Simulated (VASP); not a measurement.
VASP 6.6.1 run: AlN

INCAR

```
SIGMA = 0.02
EDIFF = 1E-7
IBRION = -1
ISIF = 2
ISMEAR = -1
LWAVE = .FALSE.
ENCUT = 520
PREC = Accurate
NSW = 0
LASPH = .TRUE.
NELM = 120
LREAL = .FALSE.
LCHARG = .FALSE.
NBANDS = 16
GGA = PE
ALGO = Conjugate
```

KPOINTS

```
KPOINTS created by Atomic Simulation Environment
0
Gamma
12 12 6
0 0 0
```

POSCAR

```
Al N
 1.0000000000000000
     2.9830480613024712   -0.0000000000288676    0.0000000000000000
    -1.4915240306262356    2.5833954018122935    0.0000000000000000
     0.0000000000000000    0.0000000000000000    4.7804407265000002
 Al  N
   2   2
Cartesian
  0.0000000000166666  1.7222636011985730 -0.0054583780165269
  1.4915240306595685  0.8611318005848527  2.3847619852334723
  0.0000000000166666  1.7222636011985730  1.8220258540865266
  1.4915240306595685  0.8611318005848527  4.2122462173365269
```

The recommended PBE PAW datasets give the neutral cell 16 valence electrons.

Command

```
mpirun -np 1 vasp_std
```

Predict the outcome of this run.

It converged. Results: gap between bands v and c on the k mesh 5.09 eV; least direct gap on the k mesh 5.35 eV; pressure 36.9 GPa. Band v is the last that the valence electrons fill when counted band by band, and c is the next.

OSZICAR

```
N       E                     dE             d eps       ncg     rms           ort
DAV:   1     0.406932788124E+02    0.40693E+02   -0.91026E+03  1216   0.982E+02
DAV:   2    -0.314649447110E+02   -0.72158E+02   -0.66900E+02  1216   0.197E+02
DAV:   3    -0.344802958483E+02   -0.30154E+01   -0.30086E+01  1216   0.412E+01
DAV:   4    -0.344966508744E+02   -0.16355E-01   -0.16354E-01  1216   0.338E+00
DAV:   5    -0.344968513505E+02   -0.20048E-03   -0.20048E-03  1216   0.378E-01
SDA:   6    -0.212860544195E+02    0.13211E+02   -0.20048E-03  1216   0.290E+02   0.000E+00
CGA:   7    -0.286821093888E+02   -0.73961E+01   -0.73835E+01  1216   0.800E+00   0.263E+00
CGA:   8    -0.291510233682E+02   -0.46891E+00   -0.47197E+00  1216   0.891E-01  -0.127E-01
CGA:   9    -0.291912003020E+02   -0.40177E-01   -0.40171E-01  1216   0.824E-02   0.223E-04
CGA:  10    -0.291944737694E+02   -0.32735E-02   -0.32764E-02  1216   0.774E-03  -0.213E-04
CGA:  11    -0.291947792628E+02   -0.30549E-03   -0.30516E-03  1216   0.931E-04   0.277E-05
CGA:  12    -0.291948244339E+02   -0.45171E-04   -0.44933E-04  1216   0.745E-05   0.125E-05
CGA:  13    -0.291948281433E+02   -0.37094E-05   -0.36255E-05  1216   0.552E-06   0.489E-06
CGA:  14    -0.291948284459E+02   -0.30264E-06   -0.31372E-06  1216   0.758E-07  -0.537E-07
CGA:  15    -0.291948284837E+02   -0.37805E-07   -0.40709E-07  1216   0.203E-07  -0.117E-07
   1 F= -.29194828E+02 E0= -.29194828E+02  d E =-.339519E-11
```

For comparison, a separate PBE run of the intended cell, on usual settings and not on those above, gives a gap of 5.09 eV on its mesh and a pressure of 36.9 GPa.
